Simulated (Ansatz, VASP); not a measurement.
**One calculation of MgB2, two programs**

INCAR

```
SYSTEM = MgB2
PREC = Accurate
ENCUT = 520
EDIFF = 1E-6
ISMEAR = -1
SIGMA = 0.05
LREAL = .False.
LASPH = .True.
NELM = 80
ALGO = Normal
ISIF = 2
LWAVE = .False.
LCHARG = .True.
GGA = CA
LELF = .True.
LVHAR = .True.
NBANDS = 11
```

The input KPOINTS:

```
Automatic mesh
0
Gamma
  10 10 8
  0 0 0
```

Contents of POSCAR:

```
MgB2
1.0
    3.1455055572      0.0000000000      0.0000000000
   -1.5727527786      2.7240877203      0.0000000000
    0.0000000000      0.0000000000      3.5920959734
Mg B
1 2
Direct
    0.0000000000      0.0000000000      0.0000000000
    0.6666666667      0.3333333333      0.5000000000
    0.3333333333      0.6666666667      0.5000000000
```

The input input.yaml:

```yaml
crystal:
  lattice:
    - [3.1455055572, 0.0, 0.0]
    - [-1.5727527786, 2.7240877203, 0.0]
    - [0.0, 0.0, 3.5920959734]
  atoms:
    - { symbol: Mg, position: [0.0, 0.0, 0.0] }
    - { symbol: B, position: [0.6666666667, 0.3333333333, 0.5] }
    - { symbol: B, position: [0.3333333333, 0.6666666667, 0.5] }
hamiltonian:
  xc: lda
  pseudopotentials: { kind: paw }
kpoints:
  mp_grid: { grid: [10, 10, 8] }
scf:
  occupations: { method: fermi_dirac, width: 0.05 }
output:
  forces: true
  stress: true
  eigenvalues: true
  write_density: true
  write_potential: true
  elf: true
  volumetric_format: npy
```

Alike in both runs: task single point; functional LDA; k mesh 10 × 10 × 8; occupations fermi-dirac, width 0.05 eV; no spin polarisation.

|  | VASP | Ansatz |
| --- | --- | --- |
| version | VASP 6.6.1 | Ansatz 0.2.0 |
| potentials or method | VASP PAW LDA potentials, release 64 (Mg, B) | Ansatz PAW |
| plane-wave cutoff (eV) | 520 | 420 |
| valence electrons in the cell | 8 | 16 |

VASP gave:

```
gap on the k mesh at the Fermi level (eV)       : none
pressure (GPa)                                  : -15.1
largest component of the traceless stress (GPa) : 2.44
```

Question: Which values does Ansatz return?

Answer: gap on the k mesh at the Fermi level (eV): none; pressure (GPa): -14.6; largest component of the traceless stress (GPa): 2.53.

A gap of «none» marks a metal or a gap that the smearing closes. The two sets of potentials don't hold the same shells in valence.

Caveats: so large a pressure means that the cell lies far from this level's equilibrium, or that cutoff or potentials fall short (VASP); the PAW data sets come from PBE, with cores solved anew for the run's functional, which leaves a small shift of forces and pressure (Ansatz).
